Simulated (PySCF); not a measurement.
One of the candidates below gave these computed data.

All candidates are C6H8.

| technique | computed result |
| --- | --- |
| Rotational structure | rotational constants A, B, C: 5.168, 5.109, 2.730 GHz [GFN2-xTB] |
| UV, first state | lowest singlet excitation: 4.77 eV (260 nm, f = 0.116) [TDDFT PBE0/def2-SVPD] |
| Polarisability | 67.7 au [PBE0/def2-SVPD] |
| Triplet | lowest triplet excitation (Tamm–Dancoff): 2.84 eV [TDA PBE0/def2-SVPD] |
| Dipole | 0.49 D [PBE0/def2-SVPD] |

Electronic properties: PySCF, gas phase, density fitting. Levels stand in brackets. One conformer (not necessarily the lowest) at the GFN2-xTB geometry, without solvent, vibrations or thermal averaging.

**Question.** Which candidate is it?
A. `C=C(C)C1=CC1`
B. `C=C=C=C(C)C`
C. `C1=CCCC=C1`
D. `C=C(C)C#CC`

**Answer.** C. It is `C1=CCCC=C1`. Numbering: `[CH:1]1=[CH:2][CH2:3][CH2:4][CH:5]=[CH:6]1`. Its formula, C6H8, gives 3 degrees of unsaturation: 1 ring and 2 π bonds in the structure found. S1 is mainly HOMO→LUMO (weight 0.98); the largest Löwdin shares of the orbital it empties are 0.22 on each of 2 atoms of one kind (alkene CH carbon) and 0.17 on each of 2 atoms of one kind (alkene CH carbon), of the orbital it fills 0.22 on each of 2 atoms of one kind (alkene CH carbon) and 0.17 on each of 2 atoms of one kind (alkene CH carbon). The optimised geometry has point group C2 and is an asymmetric top.

The others, at the same levels:
- `C=C(C)C#CC` fails: its computed lowest singlet excitation is 5.34 eV (232 nm, f = 0.000) (against 4.77 eV), lowest triplet excitation (Tamm–Dancoff) is 3.48 eV (against 2.84 eV) and static isotropic polarisability is 76.0 au (against 67.7 au).
- `C=C(C)C1=CC1` fails: its computed lowest singlet excitation is 5.16 eV (241 nm, f = 0.341) (against 4.77 eV), static isotropic polarisability is 73.3 au (against 67.7 au) and rotational constant A is 6.859 GHz (against 5.168 GHz).
- `C=C=C=C(C)C` fails: its computed lowest singlet excitation is 4.32 eV (287 nm, f = 0.000) (against 4.77 eV), static isotropic polarisability is 86.5 au (against 67.7 au) and rotational constant A is 8.443 GHz (against 5.168 GHz).

Each candidate is one conformer, not necessarily the lowest. The conformers computed, where there is a choice (atom-mapped SMILES and torsion angles):
- `[CH2:1]=[C:2]([CH3:3])[C:4]1=[CH:5][CH2:6]1`: C1–C2–C4–C5 180°
